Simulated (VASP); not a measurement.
MoS2: equation of state with LDA

The system is MoS2, a slab with vacuum.

```xyz
3
Lattice="3.1213 0.0000 0.0000 -1.5607 2.7032 0.0000 0.0000 0.0000 17.3402" Properties=species:S:1:pos:R:3 pbc="T T T"
Mo    0.0000    0.0000    0.0000
S     0.0000    1.8021   15.7873
S     0.0000    1.8021    1.5530
```

```json
{
 "Program": "VASP 6.6.1",
 "Task": "equation of state",
 "Functional": "LDA",
 "Potentials or basis": "VASP PAW LDA potentials, release 64 (Mo_sv, S)",
 "Cutoff": "520 eV",
 "k mesh": "8 × 8 × 2",
 "Occupations": "gaussian, width 0.02 eV",
 "Spin": "no spin polarisation",
 "Ladder": "gaps",
 "Further INCAR settings": "ALGO = Fast; EDIFF = 1e-07"
}
```

```
Equilibrium volume                        : 48.78 Å³/atom
Bulk modulus at fixed shape and positions : 57 GPa
Pressure derivative of the bulk modulus   : 4.3 (rough: it moves with the points fitted)
```

Energy against volume, from the lowest point:
```tsv
volume (Å³/atom)	energy (meV/atom)
46.818	15.20
47.794	3.72
48.769	0.00
49.745	3.28
50.720	12.82
```

All runs of the series together: 5.2 min on 1 thread of Intel(R) Xeon(R) Platinum 8488C (Sapphire Rapids), with other jobs on the host.

Caveat: the cell was scaled at fixed shape and fractional positions, which overstates the stiffness of a crystal with free parameters, most of all of layers and chains.
